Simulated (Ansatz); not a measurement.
**KCl: band gap under strain**

How does strain move the band edges of KCl in the rocksalt structure, and do the functionals agree on it? States: +3.0 % strain along x alone; +3.0 % equal strain in all directions; +4.0 % shear in the xy plane.

Program: Ansatz 0.2.0. PAW datasets, plane waves. Computed at 0 K without zero-point motion; spin polarisation is off.

## (1) The cell

The unstrained cell was relaxed with r2SCAN; in each strained cell the atoms were relaxed again with r2SCAN. Names of k-points are those of the unstrained zone, where strain can split equivalent points. First state: +3.0 % strain along x alone.

It is tetragonal, I4/mmm (No. 139); a = 4.447 Å, c = 6.478 Å in the conventional setting, 32.04 Å³ an atom. K has 6 Cl at 3.14–3.24 Å; Cl has 6 K at 3.14–3.24 Å.

Structure file:

```
CELL_PARAMETERS angstrom
0.00000 3.14485 3.14485
3.23919 0.00000 3.14485
3.23919 3.14485 0.00000
ATOMIC_POSITIONS crystal
K 0.00000 0.00000 0.00000
Cl 0.50000 0.50000 0.50000
```

From earlier runs on the unstrained cell: PBE 5.19 eV, r2SCAN 5.83 eV, HSE06 6.51 eV, G0W0 7.95 eV (on its mesh); a = 6.290 Å.

## (2) +3.0 % strain along x alone: PBE

File input.yaml:

```yaml
crystal:
  lattice:
    - [0.0, 3.1448483221, 3.1448483221]
    - [3.2391937718, 0.0, 3.1448483221]
    - [3.2391937718, 3.1448483221, 0.0]
  atoms:
    - { symbol: K, position: [0.0, 0.0, 0.0] }
    - { symbol: Cl, position: [0.5, 0.5, 0.5] }
kpoints:
  mp_grid: { grid: [8, 8, 8] }
  band_path:
    path:
      - [0.0, 0.0, 0.0]
      - [0.5, 0.0, 0.5]
      - [0.625, 0.25, 0.625]
      - [0.375, 0.375, 0.75]
      - [0.5, 0.5, 0.5]
      - [0.5, 0.25, 0.75]
    npoints: 1
hamiltonian:
  xc: pbe
scf:
  occupations: { method: fermi_dirac, width: 0.02 }
  n_extra_bands: 4
output:
  forces: true
  stress: true
  eigenvalues: true
  write_density: true
  write_potential: true
  elf: true
  volumetric_format: npy
```

Started as:

```bash
$ ansatz run input.yaml --threads 4 --pin off --max-ram 4608MiB --backend cpu --events-out ev --progress --plain --runs-dir out
```

The runs that follow: +3.0 % strain along x alone: r2SCAN; +3.0 % strain along x alone: HSE06; +3.0 % strain along x alone: G0W0@PBE; +3.0 % equal strain in all directions: PBE; +3.0 % equal strain in all directions: r2SCAN; +3.0 % equal strain in all directions: HSE06; +3.0 % equal strain in all directions: G0W0@PBE; +4.0 % shear in the xy plane: PBE; +4.0 % shear in the xy plane: r2SCAN; +4.0 % shear in the xy plane: HSE06; +4.0 % shear in the xy plane: G0W0@PBE.

What does the calculation give?

As calculated:

Least gap in eV (negative: overlap), with the change from the unstrained cell in brackets. G0W0 is on its own coarse mesh.

```
                                state  volume change (%)           PBE        r2SCAN         HSE06          G0W0
          +3.0 % strain along x alone               +3.0  5.09 (-0.10)  5.72 (-0.11)  6.39 (-0.12)  7.85 (-0.10)
+3.0 % equal strain in all directions               +9.3  4.90 (-0.29)  5.53 (-0.30)  6.19 (-0.32)  7.70 (-0.25)
         +4.0 % shear in the xy plane               -0.0  5.15 (-0.04)  5.79 (-0.04)  6.46 (-0.05)  7.90 (-0.05)
```

In words: The largest move of the HSE06 gap in the table is -0.314 eV, under +3.0 % equal strain in all directions. PBE and HSE06 differ by 1.31 eV on the unstrained gap, and by at most 0.02 eV on its change: PBE follows the response to strain far better than the gap itself. G0W0 values are finite-basis, finite-mesh values.
